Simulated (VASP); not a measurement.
## Te under changes of volume

One of the cells (31.769 Å³/atom); the others are scaled copies at fixed shape and fractional positions:

```xyz
1
Lattice="2.3212 1.3401 1.7022 -2.3212 1.3401 1.7022 0.0000 -2.6803 1.7022" Properties=species:S:1:pos:R:3 pbc="T T T"
Te    0.0000    0.0000    2.5532
```

This isn't the form of Te at room conditions, which is trigonal, of chains.

| Item | Value |
| --- | --- |
| Program | VASP 6.6.1 |
| Functional | PBE |
| Potentials or basis | VASP PAW PBE potentials, release 64 (Te) |
| Cutoff | 520 eV |
| k mesh | 9 × 9 × 9 |
| Occupations | fermi-dirac, width 0.05 eV |
| Spin | no spin polarisation |

```tsv
volume (Å³/atom)	energy over the lowest point (meV/atom)	pressure (GPa)
29.277	65.42	6.9
29.900	?	?
30.523	23.76	3.9
31.769	3.44	1.4
32.392	0.00	0.4
33.015	0.45	-0.6
```

Q: What does the run at 29.900 Å³/atom give?

A: Energy over the lowest point 41.64 meV/atom; pressure 5.3 GPa.

Worked out: A Birch-Murnaghan fit of order 3 (a polynomial in V^(-2/3)) to the other rows has its minimum at 32.62 Å³/atom with B0 = V·E''(V) = 50 GPa and B' = 4.4 at fixed shape and positions, which overstates the stiffness. It gives 41.63 meV/atom at 29.900 Å³/atom, against the run's 41.64, and -dE/dV = 5.3 GPa, against 5.3.

Energies are extrapolated to zero smearing.
